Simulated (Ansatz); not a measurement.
## Mg: pressure and energy above lowest point against volume per atom

Results calculated with Ansatz 0.2.0 development build, not measured. Equation of state of a cubic crystal from periodic Kohn-Sham density functional theory without spin; pressure corrected for the finite basis.

Cell of the first row (space group Fm-3m, No. 225):
```
Mg
1.0
      0.0000     2.1990     2.1990
      2.1990     0.0000     2.1990
      2.1990     2.1990     0.0000
Mg
1
Direct
  0.00000 0.00000 0.00000
```

Settings of every row: formula Mg; structure type fcc; functional r2SCAN; spin treatment none; k mesh 13x13x13; occupation method fermi-dirac; occupation width 0.1 eV; wave cutoff 700 eV; datasets hard PAW; density cutoff ratio 4; xc grid level 2.

Limits: a cubic model structure, not a phase known at ambient conditions; pseudopotentials made with PBE, not this functional; the SCF threshold is loose for a stress in some rows.

| row | volume per atom (Å³) | pressure (GPa) | energy above lowest point (meV/atom) |
| --- | --- | --- | --- |
| 1 | 21.266 | 3.016 | 13.37 |
| 2 | 21.96 | 1.51 | 3.65 |
| 3 | 22.653 | 0.211 | 0 |
| 4 | 23.346 | ? | ? |
| 5 | 24.04 | -1.877 | 7.65 |

Question: what pressure and energy above lowest point should row 4 give?

Worked fit of pressure. Take u = (V_r/V)^(2/3) − 1 with V_r = 22.306 Å³ an atom, which is twice the finite (Eulerian) strain; such expansions in the strain, on which the Birch-Murnaghan equation of state is built, carry the rest volume and the bulk modulus. The shown rows have u = 0.03234, 0.01048, -0.01024, -0.04868. Least squares give pressure = 0.8377 + 62.724 × u + 142.97 × u² GPa; a straight line predicts inner rows, each left out in turn, worse (root mean square 0.15 against 0.0015 GPa). The rows lie off it by 0.000, -0.001, 0.001, 0.000. The pressure vanishes at u = -0.0138, or V = 22.78 Å³ an atom, and there the bulk modulus at fixed shape and fractions is B = −V dP/dV = (2/3)(1 + u) dP/du = 38.6 GPa. The withheld row has u = -0.02992, so the fit gives 0.8377 + 62.724 × (-0.02992) + 142.97 × (-0.02992)² = -0.911 GPa.

The calculation gave -0.91 GPa. The fit lies 0.001 GPa (0.02 % of the column's range) below it, one unit of the last digit.

Worked fit of energy above lowest point. Take u = (V_r/V)^(2/3) − 1 with V_r = 22.306 Å³ an atom, which is twice the finite (Eulerian) strain; such expansions in the strain, on which the Birch-Murnaghan equation of state is built, carry the rest volume and the bulk modulus. The shown rows have u = 0.03234, 0.01048, -0.01024, -0.04868. Least squares give energy above lowest point = 1.124 + 174.06 × u + 6329 × u² meV/atom; a straight line predicts inner rows, each left out in turn, worse (root mean square 6.5 against 0.014 meV/atom). The rows lie off it by 0.00, 0.01, -0.01, 0.00. Its lowest point lies at u = -0.0138, or V = 22.77 Å³ an atom, and the curvature there gives the bulk modulus at fixed shape and fractions, B = (4/9)(1 + u)² E″(u)/V = 38.5 GPa. The withheld row has u = -0.02992, so the fit gives 1.124 + 174.06 × (-0.02992) + 6329 × (-0.02992)² = 1.58 meV/atom.

The calculation gave 1.57 meV/atom. The fit lies 0.01 meV/atom (0.075 % of the column's range) above it, one unit of the last digit.
